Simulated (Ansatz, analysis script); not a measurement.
# Free-standing square V monolayer, spacing 3.216 Å: E(q) by the generalised Bloch theorem

Spirals are solved in the crystal's own cell at each q. What do they say of the order in a free-standing square V monolayer, spacing 3.216 Å?

Program: Ansatz 0.2.0. Level of theory: LDA, PAW set soft_1 (files made for PBE). Results are calculated unless marked as measured.

## (1) Starting point

The cell holds 1 atom: 1 V. Cell: a = 3.216 Å, b = 3.216 Å, c = 14.000 Å, α = 90.0°, β = 90.0°, γ = 90.0°. An idealised lattice of chosen spacing, in vacuum. Vacuum lies along c.

## (2) Starting state

The work starts on two spin channels, which tell the size of the moments.

input.yaml

```yaml
crystal:
  lattice:
    - [3.216, 0.0, 0.0]
    - [0.0, 3.216, 0.0]
    - [0.0, 0.0, 14.0]
  atoms:
    - { symbol: V, position: [0.0, 0.0, 0.5], spin: 1.5 }
magnetization:
  spin_polarized: true
kpoints:
  mp_grid: { grid: [6, 6, 1] }
hamiltonian:
  xc: lda
  pseudopotentials: { kind: paw, azcp: { folder: soft_1 }, xc_functional: pbe }
scf:
  occupations: { method: fermi_dirac, width: 0.05 }
  max_iter: 120
  convergence: { dr2_threshold: 1.0e-08 }
  lower_state_search: "off"
```

Command:

```console
> ansatz run input.yaml --threads 4 --pin off --max-ram 8192MiB --backend cpu --events-out ev --progress --plain --runs-dir out
```

Numbers of over 12 decimals in the logs are rounded to 6 here.

Output:

```text
Engine: ansatz 0.2.0, aarch64-unknown-linux-gnu
Pseudopotentials: kind: paw
Pseudopotential: V, paw, valence charge 13, recommended cutoff 420 eV (normal), soft_1/V.paw.azcp
Functional definition: SPW92
  exchange = slater_x
  correlation = pw_c
Crystal: 1 atoms, lattice volume = 144.797 Å³
Basis set: ecut = 420 eV, 2823 PW (Γ)
Bands: 12, of which v1, the nominal top of the filled ones, is band 7 counted from 1 (6 counted from 0)
Symmetry: 16 space group operations
Space group: P4/mmm (ITA 123), of the structure as read, at distance tolerance 5.3e-5 Å
Magnetic group: BNS 123.339 (UNI 999), of the structure as read, at distance tolerance 5.3e-5 Å
k-points: 10 of 36
Non-local potential: V, projectors of the file, l = 0: 3, l = 1: 2, l = 2: 3, l = 3: 1
PAW form: soft (Blöchl's): semilocal exchange-correlation on the pseudo side does not see the compensation charge
PAW frozen core: V, regenerated for the run's functional, and the local potential with it (the file was generated under x = pbe(κ = 0.804, μ = 0.219515), c = pbe(β = 0.066725))
PAW one-centre angular grid: V, 590 points (default); XC on 64 Gauss nodes
Initial density: superposition of atomic densities (neutral atoms: chi_scale 0, normalization atom)
Starting moments: Σ|m| = 1.5 μB on 1 of 1 site
Initial wavefunctions: pseudopotential atomic-orbital guess
Functional: x = slater, c = lda
SCF iter   1: F=—  HF=-2855.705897 eV  |F-HF|=—  |Δ(HF+E_count)|=         —  Δρ=3.25e-2 (↑3.25e-2 ↓1.59e-2)  dr2=1.41e0  dr2_m=6.69e-1  M=2.759 μB ∫|m|=2.761 μB  β_m=1.00  ethr=3.10e-3  ⟨swp⟩=5.5  Hψ=1374  notcnv=0
preconditioner: auto → LDOS  [metal: Δε(μ)=0.036 eV  Ē_g=2.995 eV  σ=0.050 eV  W_gap=0.18  n_scr=8 (ndim 8)  ℏωp=6.9 eV  f_vac=0.639  D(μ)=7.59/eV (n_scr^D=84)]
spin=Collinear: LDOS preconditioning applied to the charge; magnetization (m = ρ↑ − ρ↓) channel mixes plain (no charge-response kernel on spin).
SCF iter   2: F=—  HF=-2855.889195 eV  |F-HF|=—  |Δ(HF+E_count)|=   1.83e-1  Δρ=3.14e-2 (↑3.14e-2 ↓1.07e-2)  dr2=1.14e0  dr2_m=4.98e-1  M=3.719 μB ∫|m|=3.723 μB  β_m=1.00  ethr=3.10e-3  ⟨swp⟩=2.0  Hψ=475  notcnv=0
SCF iter   3: F=—  HF=-2855.869480 eV  |F-HF|=—  |Δ(HF+E_count)|=   1.97e-2  Δρ=1.41e-2 (↑1.41e-2 ↓6.89e-3)  dr2=7.92e-1  dr2_m=2.60e-2  M=3.887 μB ∫|m|=3.890 μB  β_m=1.00  ethr=3.10e-3  ⟨swp⟩=1.7  Hψ=315  notcnv=0
SCF iter   4: F=—  HF=-2855.950971 eV  |F-HF|=—  |Δ(HF+E_count)|=   8.15e-2  Δρ=2.49e-2 (↑2.49e-2 ↓5.13e-3)  dr2=5.24e-1  dr2_m=2.22e-1  M=3.639 μB ∫|m|=3.641 μB  β_m=0.30  ethr=3.10e-3  ⟨swp⟩=3.0  Hψ=529  notcnv=0  defer=7
SCF iter   5: F=—  HF=-2855.943452 eV  |F-HF|=—  |Δ(HF+E_count)|=   7.52e-3  Δρ=2.99e-3 (↑2.99e-3 ↓2.06e-3)  dr2=3.80e-2  dr2_m=2.52e-3  M=3.832 μB ∫|m|=3.834 μB  β_m=1.00  ethr=3.10e-3  ⟨swp⟩=2.6  Hψ=496  notcnv=0  defer=11
SCF iter   6: F=—  HF=-2856.001936 eV  |F-HF|=—  |Δ(HF+E_count)|=   5.85e-2  Δρ=5.77e-3 (↑5.77e-3 ↓1.41e-3)  dr2=3.64e-2  dr2_m=8.38e-3  M=3.834 μB ∫|m|=3.836 μB  β_m=1.00  ethr=2.93e-4  ⟨swp⟩=2.5  Hψ=445  notcnv=0  defer=12
SCF iter   7: F=—  HF=-2856.014949 eV  |F-HF|=—  |Δ(HF+E_count)|=   1.30e-2  Δρ=1.99e-3 (↑1.99e-3 ↓1.79e-3)  dr2=1.19e-2  dr2_m=2.41e-4  M=3.833 μB ∫|m|=3.836 μB  β_m=1.00  ethr=2.80e-4  ⟨swp⟩=1.8  Hψ=300  notcnv=0  defer=13
SCF iter   8: F=—  HF=-2856.023316 eV  |F-HF|=—  |Δ(HF+E_count)|=   8.37e-3  Δρ=3.78e-3 (↑3.78e-3 ↓3.99e-4)  dr2=9.68e-3  dr2_m=5.27e-3  M=3.833 μB ∫|m|=3.835 μB  β_m=1.00  ethr=9.18e-5  ⟨swp⟩=2.8  Hψ=425  notcnv=0  defer=13
SCF iter   9: F=—  HF=-2856.026003 eV  |F-HF|=—  |Δ(HF+E_count)|=   2.69e-3  Δρ=7.85e-4 (↑7.85e-4 ↓7.46e-4)  dr2=1.28e-3  dr2_m=3.95e-4  M=3.834 μB ∫|m|=3.836 μB  β_m=1.00  ethr=7.45e-5  ⟨swp⟩=2.1  Hψ=425  notcnv=0  defer=14
SCF iter  10: F=—  HF=-2856.028370 eV  |F-HF|=—  |Δ(HF+E_count)|=   2.37e-3  Δρ=1.55e-3 (↑1.55e-3 ↓2.79e-4)  dr2=2.74e-3  dr2_m=6.73e-4  M=3.834 μB ∫|m|=3.836 μB  β_m=1.00  ethr=9.85e-6  ⟨swp⟩=1.7  Hψ=325  notcnv=0  defer=14
SCF iter  11: F=—  HF=-2856.028824 eV  |F-HF|=—  |Δ(HF+E_count)|=   4.54e-4  Δρ=5.63e-4 (↑5.63e-4 ↓4.60e-4)  dr2=6.99e-4  dr2_m=3.08e-5  M=3.833 μB ∫|m|=3.836 μB  β_m=0.30  ethr=9.85e-6  ⟨swp⟩=2.4  Hψ=343  notcnv=0  defer=14
Mixer restart at iter 11: flushing history
spin-set hold released at iteration 11 (site moments contracting): the magnetisation degrees of freedom join the quasi-Newton model from the next iteration; the mixer history was flushed
SCF iter  12: F=—  HF=-2856.029119 eV  |F-HF|=—  |Δ(HF+E_count)|=   2.95e-4  Δρ=3.02e-4 (↑1.47e-4 ↓3.02e-4)  dr2=5.16e-5  dr2_m=5.75e-5  M=3.833 μB ∫|m|=3.836 μB  β_m=0.42  ethr=5.38e-6  ⟨swp⟩=1.0  Hψ=226  notcnv=0  defer=14
SCF iter  13: F=—  HF=-2856.029529 eV  |F-HF|=—  |Δ(HF+E_count)|=   4.10e-4  Δρ=2.15e-4 (↑2.15e-4 ↓1.43e-4)  dr2=1.71e-5  dr2_m=3.85e-5  M=3.833 μB ∫|m|=3.836 μB  β_m=0.66  ethr=3.97e-7  ⟨swp⟩=1.6  Hψ=308  notcnv=0  defer=14
SCF iter  14: F=—  HF=-2856.029645 eV  |F-HF|=—  |Δ(HF+E_count)|=   1.17e-4  Δρ=7.79e-5 (↑7.79e-5 ↓2.17e-5)  dr2=2.71e-6  dr2_m=2.54e-6  M=3.834 μB ∫|m|=3.836 μB  β_m=0.83  ethr=1.32e-7  ⟨swp⟩=2.1  Hψ=338  notcnv=0  defer=14
SCF iter  15: F=—  HF=-2856.029649 eV  |F-HF|=—  |Δ(HF+E_count)|=   3.26e-6  Δρ=2.20e-5 (↑2.20e-5 ↓5.74e-6)  dr2=3.69e-7  dr2_m=1.63e-7  M=3.834 μB ∫|m|=3.836 μB  β_m=0.84  ethr=2.09e-8  ⟨swp⟩=1.8  Hψ=274  notcnv=0  defer=14
SCF iter  16: F=—  HF=-2856.029649 eV  |F-HF|=—  |Δ(HF+E_count)|=   4.27e-8  Δρ=4.51e-6 (↑4.51e-6 ↓5.76e-7)  dr2=3.15e-8  dr2_m=6.45e-9  M=3.834 μB ∫|m|=3.836 μB  β_m=0.84  ethr=2.84e-9  ⟨swp⟩=2.5  Hψ=347  notcnv=0  defer=14
iter 17 did not close the SCF: its close was put off for the exchange–correlation potential of the local minority spin (scf_convergence_deferred on its scf_iter line)
SCF iter  17: F=-2856.029649 eV  HF=-2856.029649 eV  |F-HF|=4.18e-9  |Δ(HF+E_count)|=   3.88e-9  Δρ=1.42e-6 (↑1.42e-6 ↓6.11e-7)  dr2=5.51e-9  dr2_m=4.00e-10  M=3.834 μB ∫|m|=3.836 μB  β_m=0.91  ethr=7.69e-11  ⟨swp⟩=2.0  Hψ=450  notcnv=0
SCF iter  18: F=-2856.029649 eV  HF=-2856.029649 eV  |F-HF|=7.69e-11  |Δ(HF+E_count)|=   2.02e-8  Δρ=2.50e-7 (↑2.50e-7 ↓1.76e-7)  dr2=1.52e-11  dr2_m=5.46e-11  M=3.834 μB ∫|m|=3.836 μB  ethr=4.24e-11  ⟨swp⟩=1.0  Hψ=594  notcnv=0
SCF 1 converged in 18 iterations: F = -2856.029649 eV  dr2 = 1.52e-11
  greatest PAW one-centre occupation: 1.000 electrons in one spin orbital (limit 2), on the V atom at site 0 (counted from 0), in its partial waves of l = 0
SCF converged after 18 iterations
Magnetization: 3.8335 μB (8.4168 up, 4.5832 down)
Absolute magnetization: 3.8358 μB (∫|ρ↑−ρ↓|, with the PAW one-centre terms)
Spin contamination: 0.0029 ħ² per cell (⟨S²⟩ above its minimum at these occupations)
Per-site moments (μB) at R_I (Å): [(3.256518, 1.3266)]
Free energy (F): -2856.029649 eV
Harris-Foulkes:  -2856.029649 eV  (|F-HF|=7.69e-11)
Internal energy: -2855.988582 eV  (E = F + TS)
E sigma→0 (E₀):  -2856.009115 eV
Entropy (-TS):   -0.041067 eV (-41.067 meV/atom)
Fermi energy:    -2.129940 eV
--- Per-component energies (eV) ---
  E_band       = -380.593979
  E_kinetic    = 290.172109
  E_local      = -4196.484662  (includes V_loc(G=0)·N_el)
  E_nonlocal   = 92.317714
  E_hartree    = 1893.919772
  E_xc         = -108.070425
  E_vxc        = -137.303474  (∫ρ·V_xc dr)
  E_paw        = -1077.306848  (= ΣΔE_a)
  E_vpaw       = -217.136196  (= ΣTr[D̂ρ^β])
  E_aug_tail   = 0.001011  (compensation charges beyond the density's cutoff)
  E_ewald      = 249.116598
  E_core_change = 0.346150  (= ΣΔE_core)
  E_smearing   = -0.041067  (= −TS)
  E_closure    = -0.000000  (closes the sum)
  Σ components = -2856.029649   (vs F -2856.029649, Δ=0.00e0)
```

Wall time 1 s (4 threads of Arm Neoverse V2, shared host); peak memory 0.38 GiB; 3.2 s of CPU time.

In the SCF lines HF is the Harris–Foulkes energy and dr2 the Hartree energy of the density residual, in eV; the loop may stop once dr2 is under the threshold and the program's other checks hold. Hψ counts applications of the Hamiltonian.

Spin moment in the atom's sphere by atom:

```tsv
atom	spin moment in the atom's sphere (μB)
V1	3.26
```

The run ends ferromagnetic, with a net moment of 3.83 μB a cell. With one V atom carrying the moment, parallel order of its images is forced by the cell, not found.

## (3) Mesh refined

Levels at the Fermi energy are partly filled, so moments and energy differences can hang on the k-mesh, and the state is solved again on a denser one.

input.yaml, the sections that differ from step 2:

```yaml
crystal:
  lattice:
    - [3.216, 0.0, 0.0]
    - [0.0, 3.216, 0.0]
    - [0.0, 0.0, 14.0]
  atoms:
    - { symbol: V, position: [0.0, 0.0, 0.5], spin: 3.26 }
kpoints:
  mp_grid: { grid: [17, 17, 1] }
basis:
  ecutwfc: 420.0
checkpoint:
  read: start
  write: ck
  compress: false
  write_wavefunctions: false
  write_every: 100000
# magnetization, hamiltonian, scf: as in step 2
```

Output:

```text
[...]
SCF converged after 7 iterations
Magnetization: 3.9604 μB (8.4802 up, 4.5198 down)
Absolute magnetization: 3.9626 μB (∫|ρ↑−ρ↓|, with the PAW one-centre terms)
[...]
Per-site moments (μB) at R_I (Å): [(3.312563, 1.3266)]
Free energy (F): -2856.043325 eV
[...]
Internal energy: -2856.010011 eV  (E = F + TS)
E sigma→0 (E₀):  -2856.026668 eV
Entropy (-TS):   -0.033314 eV (-33.314 meV/atom)
Fermi energy:    -2.114184 eV
[...]
```

Run time: 1.4 s. Hardware: 4 threads; peak memory 0.5 GiB; 4.9 s of CPU time.

Spin moment in the atom's sphere by atom:

```tsv
atom	spin moment in the atom's sphere (μB)
V1	3.31
```

The run ends ferromagnetic, with a net moment of 3.96 μB a cell, against 3.83 μB on the first mesh.

Each spiral starts from these moments, tilted 90° from the rotation axis z (a flat spiral); sizes are free, while the program holds flat spirals in their plane. Spin–orbit coupling is switched off, so the energy does not depend on how the axis lies in the crystal. The folder named start holds the saved collinear state, from which each run begins.

The runs on spinors take the mesh 16×16×1.

## (4) q = (0, 0, 0)

The reference is the same input at q = 0, so that basis and exchange-correlation form match those at other q. Every q is chosen so that q/2 is a mesh vector: every spiral then samples the k-points of q = 0, and much mesh noise cancels.

input.yaml, the sections that differ from step 3:

```yaml
crystal:
  lattice:
    - [3.216, 0.0, 0.0]
    - [0.0, 3.216, 0.0]
    - [0.0, 0.0, 14.0]
  atoms:
    - { symbol: V, position: [0.0, 0.0, 0.5], spin: 3.31, spin_axis: [1.0, 0.0, 0.0] }
kpoints:
  mp_grid: { grid: [16, 16, 1] }
magnetization:
  noncollinear: true
  spin_spiral: { q: [0.0, 0.0, 0.0] }
checkpoint:
  read: start
# hamiltonian, scf, basis: as in step 3
```

Command:

```console
> ansatz run input.yaml --threads 1 --pin off --max-ram 2048MiB --backend cpu --events-out ev --progress --plain --runs-dir out
```

Output:

```text
Warning: checkpoint.read: spin treatment differs: saved collinear, current noncollinear; the saved charge density seeds this run and the saved magnetisation is carried along the axis that this deck's starting moments share; the saved density holds an absolute magnetisation of 4.0e0 μB; saved orbitals and DFT+U occupations are not carried; the saved PAW projector densities are carried along that axis
Warning: checkpoint.read: magnetization.spin_spiral differs: saved none, current q = [0, 0, 0]; the saved state is no spin spiral's: the SCF starts from none of its orbitals and from its density, each atom's moment turned about z as a whole to its place on this deck's spiral. A spiral's own state at q: [0, 0, 0] serves better
[...]
Crystal: 1 atoms, lattice volume = 144.797 Å³
Basis set: ecut = 420 eV, 2823 PW (Γ)
Bands: 22, of which v1, the nominal top of the filled ones, is band 13 counted from 1 (12 counted from 0)
Symmetry: 16 space group operations
k-points: 45 of 256
Spin spiral: q = (0, 0, 0) of the reciprocal vectors; moments are told in the frame that turns with it, a site's in that at the site
[...]
SCF iter   6: F=-2856.043592 eV  HF=-2856.043592 eV  |F-HF|=1.28e-10  |Δ(HF+E_count)|=   2.89e-8  Δρ=3.80e-6  dr2=3.75e-9  dr2_m=4.79e-9  ethr=7.69e-11  |M|=3.96e0 ∫|m|=3.96e0 μB  |m|>n=1.5e-2 m-floor=0.0e0 τ_xc=5.4e-24  ⟨swp⟩=2.0  Hψ=1770  notcnv=0
SCF 1 converged in 6 iterations: F = -2856.043592 eV  dr2 = 3.75e-9
[...]
SCF converged after 6 iterations
Magnetization: |M| = 3.9593 μB,  M = (+3.9593, +0.0000, +0.0000) μB
Absolute magnetization: 3.9615 μB (∫|m|, with the PAW one-centre terms)
  site 0: m = (+3.3118, +0.0000, +0.0000) μB, |m| = 3.3118 μB  (R = 1.33 Å)
Free energy (F): -2856.043592 eV
[...]
Internal energy: -2856.010792 eV  (E = F + TS)
E sigma→0 (E₀):  -2856.027192 eV
Entropy (-TS):   -0.032800 eV (-32.800 meV/atom)
Fermi energy:    -2.121263 eV
[...]
```

Run time: 13 s. Hardware: 1 thread; peak memory 0.64 GiB.

The largest moment is 3.31 μB, against 3.31 μB in the collinear run.

## (5) q = (0, 0.25, 0)

Only q changes. The cell stays that of the crystal, since the generalised Bloch theorem carries the rotation from cell to cell.

input.yaml: that of step 4 with these lines changed.

```diff
@@ -21,3 +21,3 @@
   noncollinear: true
-  spin_spiral: { q: [0.0, 0.0, 0.0] }
+  spin_spiral: { q: [0.0, 0.25, 0.0] }
 checkpoint:
```

Output:

```text
[...]
Crystal: 1 atoms, lattice volume = 144.797 Å³
Basis set: ecut = 420 eV, 2823 PW (Γ)
Bands: 22, of which v1, the nominal top of the filled ones, is band 13 counted from 1 (12 counted from 0)
Symmetry: 4 space group operations
k-points: 81 of 256
[...]
SCF iter   8: F=-2856.065455 eV  HF=-2856.065455 eV  |F-HF|=4.05e-10  |Δ(HF+E_count)|=   1.11e-9  Δρ=2.65e-6  dr2=3.94e-9  dr2_m=2.62e-9  ethr=7.69e-11  |M|=3.77e0 ∫|m|=3.85e0 μB  |m|>n=1.3e-2 m-floor=0.0e0 τ_xc=2.8e-17  ⟨swp⟩=2.0  Hψ=3156  notcnv=0
SCF 1 converged in 8 iterations: F = -2856.065455 eV  dr2 = 3.94e-9
[...]
SCF converged after 8 iterations
Magnetization: |M| = 3.7686 μB,  M = (+3.7686, -0.0000, +0.0000) μB
Absolute magnetization: 3.8510 μB (∫|m|, with the PAW one-centre terms)
  site 0: m = (+3.2525, -0.0000, +0.0000) μB, |m| = 3.2525 μB  (R = 1.33 Å)
Free energy (F): -2856.065455 eV
[...]
Internal energy: -2856.033082 eV  (E = F + TS)
E sigma→0 (E₀):  -2856.049268 eV
Entropy (-TS):   -0.032373 eV (-32.373 meV/atom)
Fermi energy:    -2.114298 eV
[...]
```

Elapsed: 29 s, on 1 thread; peak memory 0.82 GiB.

The energy of the cell lies 21.9 meV below that at q = 0, and the largest moment is 3.25 μB against 3.31 μB.

(Part 1 of 2 ends here.)

[Logs and program files are shortened in this print: banners, set-up blocks, solver, clock and traceback lines can be left out without a mark of their own.]

[Logs are printed without paths, hosts, clocks, repeated set-up lines and the standing remarks that a program may print on its own settings, such as how far it seeks lower states.]

[Hosts, paths, dates, database ids (printed as entryN), source tags and the programs' standing remarks are cut or masked in the printed files.]
